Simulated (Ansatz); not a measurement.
TaN:

```xyz
4
Lattice="2.9218 0.0000 0.0000 -1.4609 2.5303 0.0000 0.0000 0.0000 5.9165" Properties=species:S:1:pos:R:3 pbc="T T T"
Ta    0.0000    0.0000    2.9583
Ta    0.0000    0.0000    0.0000
N     0.0000    1.6869    1.4791
N     1.4609    0.8434    4.4374
```

The cell comes from a database or a generator and needn't be the stable form of this composition.

```yaml
Program: Ansatz 0.2.0
Task: relaxation of cell and atoms
Functional: PBE
Dispersion: D3(BJ)
Potentials_or_basis: Ansatz PAW
Cutoff: "420 eV (not typed: the program's choice for these potentials)"
k_mesh: 10 × 10 × 5
Occupations: fermi-dirac, width 0.05 eV
Spin: no spin polarisation
```

At the start: volume 10.94 Å³/atom.

Q: Where does the relaxation end?

A: It ends after 7 steps and the volume is 10.67 Å³/atom (-2.4 %); space group P6_3/mmc (No. 194, to 0.05 Å).

Step by step:
```csv
step,energy change (eV),largest force (eV/Å),volume (Å³)
1,0.0000,0.0000,43.74
2,-0.0296,0.0000,42.70
3,-0.0298,0.0000,42.69
4,-0.0298,0.0000,42.69
5,-0.0271,0.0000,42.69
6,-0.0272,0.0000,42.68
7,-0.0271,0.0000,42.68
```

Final structure:
```
Ta N
1.0
     2.89558    0.00000    0.00000
    -1.44779    2.50765    0.00000
     0.00000    0.00000    5.87747
Ta N
2 2
Cartesian
  0.0000 0.0000 2.9387
  0.0000 0.0000 0.0000
  0.0000 1.6718 1.4694
  1.4478 0.8359 4.4081
```

Caveat: the plane-wave basis is chosen anew once the cell has moved, so the energies of steps on either side of that aren't comparable; the pressure holds a Pulay correction of +0.5 GPa for the finite cutoff; pairwise dispersion overbinds metals, which lowers pressure and volume.
